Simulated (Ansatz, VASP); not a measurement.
**Two plane-wave programs on CoO**

File INCAR:

```
ALGO = Normal
EDIFF = 1E-6
ENCUT = 520
GGA = PS
ISIF = 2
ISMEAR = 0
ISPIN = 2
LASPH = True
LCHARG = True
LELF = True
LMAXMIX = 4
LORBIT = 11
LREAL = False
LVHAR = True
LWAVE = False
MAGMOM = 2.45 0.35
NBANDS = 18
NELM = 150
PREC = Accurate
SIGMA = 0.05
```

KPOINTS

```
k-points
0
Gamma
  12 12 12
```

POSCAR

```
CoO
1.0
    0.0000000000      2.1315000000      2.1315000000
    2.1315000000      0.0000000000      2.1315000000
    2.1315000000      2.1315000000      0.0000000000
Co O
1 1
Direct
    0.0000000000      0.0000000000      0.0000000000
    0.5000000000      0.5000000000      0.5000000000
```

Input for Ansatz:

```yaml
crystal:
  lattice:
    - [0.0, 2.1315, 2.1315]
    - [2.1315, 0.0, 2.1315]
    - [2.1315, 2.1315, 0.0]
  atoms:
    - { symbol: Co, position: [0.0, 0.0, 0.0], spin: 2.45 }
    - { symbol: O, position: [0.5, 0.5, 0.5], spin: 0.35 }
magnetization:
  spin_polarized: true
basis:
  ecutwfc: 420
  fft_grid_basis: typed
kpoints:
  mp_grid: { grid: [12, 12, 12] }
hamiltonian:
  xc: pbesol
scf:
  occupations: { method: gaussian, width: 0.05 }
output:
  forces: true
  stress: true
  eigenvalues: true
  bader: true
  write_density: true
  volumetric_format: npy
  populations: true
```

Alike in both runs: task single point; functional PBEsol; k mesh 12 × 12 × 12; occupations gaussian, width 0.05 eV; collinear spin.

|  | VASP | Ansatz |
| --- | --- | --- |
| version | VASP 6.6.1 | Ansatz 0.2.0 |
| potentials or method | VASP PAW PBE potentials, release 64 (Co, O) | scalar-relativistic, plane waves, PAW |
| plane-wave cutoff (eV) | 520 | 420 |
| valence electrons in the cell | 15 | 23 |

Ansatz gave:

| Quantity | Value |
| --- | --- |
| gap on the k mesh at the Fermi level (eV) | none |
| pressure (GPa) | -10.7 |
| net moment per atom (μB) | 1.49 |
| size of the moment on the site where the two differ most (μB) | 2.52 |

Task: Estimate VASP's values.

Result: gap on the k mesh at the Fermi level (eV): none; pressure (GPa): -11.3; net moment per atom (μB): 1.48; size of the moment on the site where the two differ most (μB): 2.59.

Site moments also hang on the region over which each program counts them. A gap of «none» marks a metal or a gap that the smearing closes. With one functional, cell and mesh, what is left measures potentials, basis and numerics. The two sets of potentials don't hold the same shells in valence.

Caveats: the PAW data sets were made with another functional, which shifts forces and pressure a little (VASP); a cell with one magnetic atom can't hold antiferromagnetic order, which such compounds often take; semilocal functionals often make such compounds metallic where correlation or magnetic order opens a gap, which also shifts bond lengths.
